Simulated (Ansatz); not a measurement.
Runs of Ansatz 0.2.0 on CaO. It takes space group Fm-3m (No. 225, cubic). Conventional cell: a = 4.807 Å, b = 4.807 Å, c = 4.807 Å, α = 90.00°, β = 90.00°, γ = 90.00°. Ca (site symmetry m-3m) is surrounded by 6 O at 2.40 Å. O (site symmetry m-3m) is surrounded by 6 Ca at 2.40 Å. The cell is a database's computed one.

```csv
task,level,potentials or basis,cell,k mesh,cutoff (eV),basis error allowed,gap on the mesh (eV),pressure (GPa),relaxed volume (Å³/atom)
relaxation of cell and atoms,revPBE+D4,"all-electron LAPW, scalar-relativistic",relaxed,10 × 10 × 10,-,0.001 eV/atom,3.74,0.0,13.96
single point,HSE06,all-electron PAW datasets made for the crystal,as given,8 × 8 × 8,340,-,(b),-0.6,-
relaxation of cell and atoms,BLYP+D3(BJ),"all-electron LAPW, scalar-relativistic",relaxed,10 × 10 × 10,-,0.001 eV/atom,3.74,0.0,13.51
band structure,revPBE,"all-electron LAPW, scalar-relativistic",as given,10 × 10 × 10,246,0.001 eV/atom,(a),4.4,-
```

Alike in all rows: no spin polarisation; smearing fermi-dirac 0.05 eV.

Problem. Estimate the missing entries.

Solution. (a) 3.73; (b) 5.31.

A k mesh can miss the band edges.

The runs don't all hold the same shells in valence.

Runs at the PBE level aren't shown here.
